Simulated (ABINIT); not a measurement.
# AgCl (Fm-3m): Bethe-Salpeter spectra with ABINIT

Aim: the absorption spectrum of AgCl (Fm-3m) with electron-hole interaction, and what each part of the kernel does.

Program: ABINIT 10.8.3. Level of theory: PBE and many-body steps on it, plane waves. Results are calculated unless marked as measured.

### Step 1. Set-up

It takes space group Fm-3m (No. 225, cubic). Conventional cell: a = 5.545 Å, b = 5.545 Å, c = 5.545 Å, α = 90.00°, β = 90.00°, γ = 90.00°. Nearest to Ag lie 6 Cl at 2.77 Å. Nearest to Cl lie 6 Ag at 2.77 Å. Farther neighbours and most contacts between anions are not listed.

The cell and positions are those that the Materials Project relaxed with its own functionals (PBE, PBE+U or r2SCAN), kept fixed.

### Step 2. Empty states on the mesh, 4×4×4 mesh, 117 bands

This step: ABINIT 10.8.3; DFT, PBE, plane waves, norm-conserving pseudopotentials.

The sums over transitions need many empty states on a uniform mesh; this step solves for them.

The input, run.abi:

```
acell 3*1.0 Angstrom
rprim 
  0.000000000000 2.772662996800 2.772662996800
  2.772662996800 0.000000000000 2.772662996800
  2.772662996800 2.772662996800 0.000000000000
ntypat 2
znucl 47 17
natom 2
typat 1 2
xred 
  0.000000000000 0.000000000000 0.000000000000
  0.500000000000 0.500000000000 0.500000000000
pp_dirpath "pseudos"
pseudos "Ag.upf, Cl.upf"
ecut 37
ngkpt 4 4 4
nshiftk 1
shiftk 0 0 0
kptopt 1
chksymbreak 0
irdden 1
istwfk *1
nband 117
prtvol 0
optdriver 6
gwr_task "HDIAGO"
paral_kgb 0
occopt 1
indata_prefix "in"
outdata_prefix "out"
tmpdata_prefix "tmp"
```

Run with:

```sh
OMP_NUM_THREADS=1 mpirun -n 4 abinit run.abi > log
```

Numbers of over 12 decimals in the logs are rounded to 6 here.

The program printed:

```text
.Version 10.8.3 of ABINIT. v10.8.2 released Aug 2026.

 Symmetries : space group Fm -3 m (#225); Bravais cF (face-center cubic)
[... echo of the input left out ...]
== DATASET  1 ==================================================================
-   mpi_nproc: 4, omp_nthreads: 1 (-1 if OMP is not activated)

--- !DatasetInfo
iteration_state: {dtset: 1, }
dimensions: {natom: 2, nkpt: 8, mband: 117, nsppol: 1, nspinor: 1, nspden: 1, mpw: 3119, }
cutoff_energies: {ecut:  37.0, pawecutdg:  -1.0, }
[...]
Indirect band gap semiconductor
 Fundamental gap:     0.913 (eV)
   VBM:     4.678 (eV) at k: [ 5.0000E-01,  0.0000E+00,  0.0000E+00]
   CBM:     5.591 (eV) at k: [ 0.0000E+00,  0.0000E+00,  0.0000E+00]
 Direct gap:         3.230 (eV) at k: [ 0.0000E+00,  0.0000E+00,  0.0000E+00]

== END DATASET(S) ==============================================================
================================================================================

 -outvars: echo values of variables after computation  --------
           etotal      0.0000000000E+00
            nband         117
             nkpt           8
          spgroup         225
 [... the other variables as echoed above ...]

 Calculation completed.
```

Elapsed: 49 s, on 4 MPI ranks of Arm Neoverse V1, shared host; peak memory 2.3 GiB.

Numbers from this step:

- gap: 0.9128 eV
- k of the valence top: 0.5, 0, 0
- k of the conduction bottom: 0, 0, 0
- least direct gap: 3.230 eV
- k points computed: 8
- lowest point of the top converged band, above the valence top: 89.6683 eV

On this mesh the gap is 0.913 eV.

The density comes from a self-consistent run that is not shown.

### Step 3. Screening, 4×4×4 mesh, 109 bands, screening to 163.3 eV

The RPA dielectric matrix is built and inverted for each q.

This step: RPA screening on PBE, plane waves, norm-conserving pseudopotentials.

Changes to run.abi since step 2:

```diff
@@ -20,10 +20,11 @@
 chksymbreak 0
-irdden 1
 istwfk *1
-nband 117
-prtvol 0
-optdriver 6
-gwr_task "HDIAGO"
-paral_kgb 0
 occopt 1
+irdwfk 1
+optdriver 3
+nband 109
+ecuteps 6
+inclvkb 2
+awtr 1
+symchi 1
 indata_prefix "in"
```

The program printed:

```text
.Version 10.8.3 of ABINIT. v10.8.2 released Aug 2026.

 Symmetries : space group Fm -3 m (#225); Bravais cF (face-center cubic)
[... echo of the input left out ...]
== DATASET  1 ==================================================================
-   mpi_nproc: 4, omp_nthreads: 1 (-1 if OMP is not activated)

--- !DatasetInfo
iteration_state: {dtset: 1, }
dimensions: {natom: 2, nkpt: 8, mband: 109, nsppol: 1, nspinor: 1, nspden: 1, mpw: 3119, }
cutoff_energies: {ecut:  37.0, pawecutdg:  -1.0, }
[...]
--------------------------------------------------------------------------------
[... chi0 elements left out ...]
 For q-point:  0.000010 0.000020 0.000030
  dielectric constant =   5.2822
  dielectric constant without local fields =   5.7383

  Average fulfillment of the sum rule on Im[epsilon] for q-point    1 :     66.66  [%]
[... wings left out ...]
  q-point number  2        q = ( 0.250000, 0.000000, 0.000000) [r.l.u.]
--------------------------------------------------------------------------------
[... chi0 elements left out ...]
  Average fulfillment of the sum rule on Im[epsilon] for q-point    2 :     78.92  [%]

 [... 6 further q-points ...]
```

Elapsed: 30 s, on 4 MPI ranks; peak memory 0.89 GiB; 2 min of CPU time.

Numbers from this step:

| Item | Value |
| --- | --- |
| ε∞ with local fields, on this mesh, along the program's q direction | 5.282 |
| the same without local fields | 5.738 |
| plasma frequency | 29.00 eV |
| plane waves in the screening matrix | 181 |

Local fields lower ε∞ by 8 %. On a Γ-centred mesh this coarse the value itself is usually too large, while a short band sum pulls it down.

### Step 4. Self-energy, 4×4×4 mesh, 109 bands, screening to 163.3 eV

The self-energy is evaluated for the states that the input lists, and the levels follow from it, in one-shot runs by the linearised quasiparticle equation.

This step: G0W0 on PBE, plane waves, norm-conserving pseudopotentials.

Changes to run.abi since step 3:

```diff
@@ -23,8 +23,17 @@
 irdwfk 1
-optdriver 3
+optdriver 4
 nband 109
+gwcalctyp 0
+ecutsigx 37
+symsigma 1
+nkptgw 2
+kptgw 
+  0.5000000000 0.0000000000 0.0000000000
+  0.0000000000 0.0000000000 0.0000000000
+bdgw 
+  12 15
+  11 17
 ecuteps 6
-inclvkb 2
-awtr 1
-symchi 1
+irdscr 1
+ppmodel 1
 indata_prefix "in"
```

The program printed:

```text
.Version 10.8.3 of ABINIT. v10.8.2 released Aug 2026.

 Symmetries : space group Fm -3 m (#225); Bravais cF (face-center cubic)
[... echo of the input left out ...]
== DATASET  1 ==================================================================
-   mpi_nproc: 4, omp_nthreads: 1 (-1 if OMP is not activated)

--- !DatasetInfo
iteration_state: {dtset: 1, }
dimensions: {natom: 2, nkpt: 8, mband: 109, nsppol: 1, nspinor: 1, nspden: 1, mpw: 3119, }
cutoff_energies: {ecut:  37.0, pawecutdg:  -1.0, }
[...]
Band     E0 <VxcDFT>   SigX SigC(E0)      Z dSigC/dE  Sig(E)    E-E0       E
[...]
16  15.379 -12.290  -6.936  -4.431   0.822  -0.216 -11.532   0.759  16.138
       17  15.379 -12.290  -6.936  -4.431   0.822  -0.216 -11.532   0.759  16.138

== END DATASET(S) ==============================================================
================================================================================

 -outvars: echo values of variables after computation  --------
           etotal      0.0000000000E+00
            nband         109
             nkpt           8
          spgroup         225
 [... the other variables as echoed above ...]

 Calculation completed.
```

The job ended after 8.8 s (4 MPI ranks; peak memory 0.84 GiB; 35 s of CPU time).

Numbers from this step:

```
G0W0 gap on the points computed              : 2.112 eV
starting gap on the mesh                     : 0.9128 eV
k of the valence top                         : 0.5, 0, 0
k of the conduction bottom                   : 0, 0, 0
least direct G0W0 gap on the computed points : 4.659 eV
```

The gap on the mesh goes from 0.91 eV to 2.11 eV, a correction of +1.20 eV.

The gap opens by 1.199 eV; the next steps shift the empty bands rigidly by 1.429 eV, the correction at the start's least direct gap.

### Step 5. Dielectric constant by perturbation theory

ε∞ sets how strongly the crystal screens. Perturbation theory gives it with local fields and without a sum over empty bands.

This step: DFT, PBE, linear response to an electric field, plane waves, norm-conserving pseudopotentials.

The input, run.abi:

```
acell 3*1.0 Angstrom
rprim 
  0.000000000000 2.772662996800 2.772662996800
  2.772662996800 0.000000000000 2.772662996800
  2.772662996800 2.772662996800 0.000000000000
ntypat 2
znucl 47 17
natom 2
typat 1 2
xred 
  0.000000000000 0.000000000000 0.000000000000
  0.500000000000 0.500000000000 0.500000000000
pp_dirpath "pseudos"
pseudos "Ag.upf, Cl.upf"
ecut 37
ngkpt 8 8 8
nshiftk 1
shiftk 0.5 0.5 0.5
chksymbreak 0
ndtset 3
nband 13
occopt 1
istwfk *1
nstep 60
tolwfr1 1e-18
iscf2 -3
rfelfd2 2
kptopt2 2
getwfk2 1
tolwfr2 1e-18
rfelfd3 3
kptopt3 2
getwfk3 1
getddk3 2
tolvrs3 1e-08
rfdir 1 1 1
nqpt2 1
nqpt3 1
qpt 0 0 0
prtwf3 0
prtden 0
optforces1 0
optstress1 0
kptopt1 1
indata_prefix "in"
outdata_prefix "out"
tmpdata_prefix "tmp"
```

The program printed:

```text
.Version 10.8.3 of ABINIT. v10.8.2 released Aug 2026.

 DATASET    1 : space group Fm -3 m (#225); Bravais cF (face-center cubic)
[... echo of the input left out ...]
== DATASET  1 ==================================================================
-   mpi_nproc: 4, omp_nthreads: 1 (-1 if OMP is not activated)

--- !DatasetInfo
iteration_state: {dtset: 1, }
dimensions: {natom: 2, nkpt: 60, mband: 13, nsppol: 1, nspinor: 1, nspden: 1, mpw: 3116, }
cutoff_energies: {ecut:  37.0, pawecutdg:  -1.0, }
[...]
(from electric field response)
   if specified in the inputs, charge neutrality has been imposed
     j1       j2             matrix element
  dir pert dir pert     real part    imaginary part

[...]
2    2   3    4        -0.0000000000         0.0000000000
   3    2   3    4        -1.4419485644         0.0000000000

== END DATASET(S) ==============================================================
================================================================================

 -outvars: echo values of variables after computation  --------
          spgroup         225
 [... the other variables as echoed above ...]

 Calculation completed.
```

The job ended after 11 min (4 MPI ranks; peak memory 0.85 GiB).

The field response gives a mean ε∞ of 5.09, which the model screening below takes as its input.

### Step 6. Excitons

Light makes an electron and a hole together. The Bethe-Salpeter equation adds their screened attraction and their exchange, in a window of bands around the gap.

This step: Bethe-Salpeter equation on PBE with a scissors shift, plane waves, norm-conserving pseudopotentials.

The input, run.abi:

```
acell 3*1.0 Angstrom
rprim 
  0.000000000000 2.772662996800 2.772662996800
  2.772662996800 0.000000000000 2.772662996800
  2.772662996800 2.772662996800 0.000000000000
ntypat 2
znucl 47 17
natom 2
typat 1 2
xred 
  0.000000000000 0.000000000000 0.000000000000
  0.500000000000 0.500000000000 0.500000000000
pp_dirpath "pseudos"
pseudos "Ag.upf, Cl.upf"
ecut 37
ngkpt 4 4 4
nshiftk 1
shiftk 0 0 0
kptopt 1
chksymbreak 0
istwfk *1
occopt 1
irdwfk 1
optdriver 99
bs_calctype 1
mbpt_sciss 1.429 eV
bs_loband 9
nband 15
bs_exchange_term 1
bs_coulomb_term 11
bs_coupling 0
bs_algorithm 1
bs_freq_mesh 0 8 0.05 eV
zcut 0.1 eV
ecuteps 3
ecutwfn 18.5
inclvkb 2
irdscr 1
indata_prefix "in"
outdata_prefix "out"
tmpdata_prefix "tmp"
```

The program printed:

```text
.Version 10.8.3 of ABINIT. v10.8.2 released Aug 2026.

 Symmetries : space group Fm -3 m (#225); Bravais cF (face-center cubic)
[... echo of the input left out ...]
== DATASET  1 ==================================================================
-   mpi_nproc: 4, omp_nthreads: 1 (-1 if OMP is not activated)

--- !DatasetInfo
iteration_state: {dtset: 1, }
dimensions: {natom: 2, nkpt: 8, mband: 15, nsppol: 1, nspinor: 1, nspden: 1, mpw: 1106, }
cutoff_energies: {ecut:  18.5, pawecutdg:  -1.0, }
electrons: {nelect:   2.60000000E+01, charge:   0.00000000E+00, occopt:   1.00000000E+00, tsmear:   1.00000000E-02, }

 Exciton: Calculation of dielectric properties by solving the Bethe-Salpeter equation
 in frequency domain and reciprocal space on a transitions basis set.
 Based on a program developed by L. Reining, V. Olevano, F. Sottile,
 S. Albrecht, and G. Onida. Incorporated in ABINIT by M. Giantomassi.

.Using double precision arithmetic ; gwpc =  8

[... cell and pseudopotentials left out ...]
--------------------------------------------------------------------------------

 ==== K-mesh for the wavefunctions ====
 Number of points in the irreducible wedge :     8
[... list of points left out ...]
 Together with 48 symmetry operations and time-reversal symmetry
 yields    64 points in the full Brillouin Zone.

 ==== Q-mesh for the screening function ====
 Number of points in the irreducible wedge :     8
[... list of points left out ...]
 Together with 48 symmetry operations and time-reversal symmetry
 yields    64 points in the full Brillouin Zone.

 vcoul_init : cutoff-mode = AUXILIARY_FUNCTION
 q-points for optical limit:   1
     1)      0.000010    0.000020    0.000030
 setmesh: FFT mesh size selected  =    20x   20x   20
          total number of points  =         8000

 ==== Fundamental parameters for the solution of the Bethe-Salpeter equation: ====
 Algorithm: Direct diagonalization.
 Dimension of the v, W matrices,  npweps  = 65
 Cutoff for the wavefunctions,    npwwfn  = 1067
 Number of k-points in the IBZ,   nkibz   = 8
 Highest empty band included,     nband   = 15
 === Spin UP ===
 Number of resonant transitions          640
 Lowest occupied state                   9
 Highest occupied state                  13
 Lowest unoccupied state                 14
 Highest unoccupied state                15
 Minimum frequency [eV]           Emin    =   0.00
 Maximum frequency [eV]           Emax    =   8.00
 Frequency step [eV]              dE      =   0.05
 Lorentzian broadening [eV]       eta     =   0.10
 RPA L0 with KS energies and KS wavefunctions
 Scissors operator energy [eV] =          1.43
 Local fields effects (v term) included
 Excitonic effects (W term) included
 Full W_GG' included
 W is read from an external SCR file
 Resonant-only calculation (Hermitian case)

 Calculating epsilon_Macro(q-->0,w), along the following directions:
 q = (  0.962909  0.000000  0.000000) [r.l.u.]
 q = (  0.000000  0.962909  0.000000) [r.l.u.]
 q = (  0.000000  0.000000  0.962909) [r.l.u.]
 q = (  0.000000  0.833904  0.833904) [r.l.u.]
 q = (  0.833904  0.000000  0.833904) [r.l.u.]
 q = (  0.833904  0.833904  0.000000) [r.l.u.]
 Number of electrons calculated from density =   25.9695; Expected =   26.0000
 average of density, n =  0.090270
 r_s =    1.3829
 omega_plasma =   28.9820 [eV]

. Writing resonant excitonic Hamiltonian on file out_BSR; file size=   0.00 [Gb].
 Direct diagonalization of the resonant excitonic Hamiltonian, Matrix size= 640
. Using LAPACK sequential version.
 Excitonic eigenvalues in eV up to n=   32
   4.10812   4.10860   4.10881   4.13461   4.13577   4.51377   4.51630   4.56503
   4.56929   4.57118   4.63515   4.63821   4.63837   4.64276   4.64338   4.64394
   4.66784   4.66842   4.66861   4.69126   4.69129   5.05254   5.10129   5.10476
   5.11349   5.11839   5.11901   5.12717   5.13298   5.13761   5.14007   5.14297

 First excitonic eigenvalue=    4.11 [eV]
 Last  excitonic eigenvalue=   13.99 [eV]

 GW  direct gap       4.66  0.00 [eV]
 EXC direct gap       4.11  0.00 [eV]
 EXC binding energy   0.55  0.00 [eV]

 Excitonic eigenvalues up to the GW energy gap [eV]
  1 (  4.11  0.00)
  2 (  4.11  0.00)
  3 (  4.11  0.00)
  4 (  4.13  0.00)
  5 (  4.14  0.00)
  6 (  4.51  0.00)
[...]
14 (  4.64  0.00)
 15 (  4.64  0.00)
 16 (  4.64  0.00)

 Macroscopic dielectric function:
 omega [eV] <KS_RPA_nlf>  <GW_RPA_nlf>  <BSE>
   0.0000   3.7059   0.0000   3.0675   0.0000   3.3808   0.0000
   0.0500   3.7063   0.0014   3.0677   0.0006   3.3811   0.0009
   0.1000   3.7073   0.0028   3.0681   0.0011   3.3817   0.0018
   0.1500   3.7090   0.0042   3.0688   0.0017   3.3828   0.0027
   0.2000   3.7115   0.0056   3.0698   0.0023   3.3844   0.0036
   0.2500   3.7146   0.0070   3.0711   0.0029   3.3865   0.0045
   0.3000   3.7184   0.0084   3.0727   0.0035   3.3889   0.0054
   0.3500   3.7230   0.0099   3.0746   0.0040   3.3919   0.0064
   0.4000   3.7283   0.0113   3.0767   0.0046   3.3953   0.0073
   0.4500   3.7343   0.0128   3.0792   0.0052   3.3992   0.0082

 Writing KS-RPA macroscopic dielectric function without local fields to file: out_RPA_NLF_MDF
 Writing GW-RPA macroscopic dielectric function without local fields to file: out_GW_NLF_MDF
 Writing EXC Macroscopic dielectric function to file: out_EXC_MDF

== END DATASET(S) ==============================================================
================================================================================

 -outvars: echo values of variables after computation  --------
           etotal      0.0000000000E+00
            nband          15
             nkpt           8
          spgroup         225
 [... the other variables as echoed above ...]

 Calculation completed.
```

Wall time 7.2 s (4 MPI ranks); peak memory 0.29 GiB; 29 s of CPU time.

This step gave:

```
direct gap of the transition levels                            : 4.659 eV
transitions in the window                                      : 640
first strong exciton (over a fiftieth of the strongest listed) : 4.108 eV
lowest state                                                   : 4.108 eV
binding of the lowest state below the direct gap               : 0.5509 eV
Coulomb term of one mesh cell                                  : 0.5541 eV
```

The binding is 0.99 times the screened Coulomb term of one mesh cell (0.55 eV), so it is not shown settled.

The lowest state lies at 4.108 eV, 0.551 eV under the direct gap.

Lines within 3 meV are set at the lowest of them, and the highest group, which the list may cut short, is left out. Lines of the exciton spectrum (strongest = 100):

| position (eV) | lines merged | oscillator strength, relative |
| --- | --- | --- |
| 4.108 | 3 | 100 |
| 4.135 | 2 | 0.2 |
| 4.514 | 2 | 0.1 |
| 4.565 | 1 | 47 |
| 4.569 | 2 | 90 |
| 4.635 | 1 | 0.0 |
| 4.638 | 2 | 0.1 |

The ε₂ has structure finer than the step of the table below, so its rows give means over 0.25 eV, whole bins alone (the curve runs from 0 to 7.95 eV). Peaks (eV: height): BSE 4.100: 10.3, 4.550: 13.5, 5.100: 4.62, 5.850: 17.2, 6.900: 6.36; no electron-hole interaction 4.650: 5.46, 5.150: 12.6, 5.650: 5.45, 6.400: 19.4, 7.500: 7.78; Kohn-Sham, no shift 3.250: 5.36, 3.750: 13.0, 4.250: 5.51, 5.000: 19.2, 6.050: 7.97.

Mean over the three Cartesian directions of q; broadening 0.1 eV; transition window only. Limits: finite bands, cutoff and mesh; d shell near the gap, gap tends to lie low; no spin-orbit coupling; coarse k mesh; exciton not shown settled in the k mesh. ε₂ against photon energy; means over each step:

| photon energy (eV) | BSE | no electron-hole interaction | Kohn-Sham, no shift |
| --- | --- | --- | --- |
| 0.25 | 0.00453 | 0.00288 | 0.00702 |
| 0.50 | 0.00921 | 0.00580 | 0.0143 |
| 0.75 | 0.0142 | 0.00894 | 0.0224 |
| 1.00 | 0.0197 | 0.0122 | 0.0317 |
| 1.25 | 0.0260 | 0.0159 | 0.0429 |
| 1.50 | 0.0334 | 0.0200 | 0.0571 |
| 1.75 | 0.0424 | 0.0247 | 0.0763 |
| 2.00 | 0.0537 | 0.0303 | 0.104 |
| 2.25 | 0.0686 | 0.0370 | 0.147 |
| 2.50 | 0.0892 | 0.0454 | 0.227 |
| 2.75 | 0.119 | 0.0562 | 0.419 |
| 3.00 | 0.167 | 0.0706 | 1.33 |
| 3.25 | 0.252 | 0.0908 | 4.09 |
| 3.50 | 0.438 | 0.121 | 3.28 |
| 3.75 | 1.07 | 0.171 | 9.36 |
| 4.00 | 5.56 | 0.269 | 3.24 |
| 4.25 | 5.62 | 0.538 | 4.22 |
| 4.50 | 9.19 | 2.22 | 2.02 |
| 4.75 | 4.81 | 3.71 | 4.92 |
| 5.00 | 3.08 | 4.96 | 15.2 |
| 5.25 | 2.78 | 8.17 | 4.74 |
| 5.50 | 2.57 | 3.19 | 1.43 |
| 5.75 | 11.5 | 3.73 | 1.71 |
| 6.00 | 8.71 | 2.10 | 5.64 |
| 6.25 | 2.01 | 8.29 | 3.08 |
| 6.50 | 1.16 | 13.3 | 1.09 |
| 6.75 | 2.87 | 3.09 | 0.629 |
| 7.00 | 4.44 | 1.29 | 0.491 |
| 7.25 | 1.47 | 2.37 | 0.476 |
| 7.50 | 0.811 | 5.96 | 1.49 |
| 7.75 | 0.449 | 2.14 | 1.38 |

[end of part 1 of 3]

[Paths, hosts, dates, memory and timing lines, banners, echoed tables and standing remarks are left out of the program output.]

[Logs are printed without paths, hosts, clocks, repeated set-up lines and the standing remarks that a program may print on its own settings, such as how far it seeks lower states.]

[Runs of the session that timed out or met a known fault of the program may be left out.]

[Hosts, paths, dates, database ids (printed as entryN), source tags and the programs' standing remarks are cut or masked in the printed files.]

[G0W0 gaps are taken among the corrected bands and points alone; a level outside them can change the order at an edge.]

[Where Ansatz stands beside ABINIT at settings called matched, ABINIT's density can come from a denser mesh and the files from another edition; pairs whose starting gaps differed by over 0.03 eV were left out, so agreement reads better than it is.]
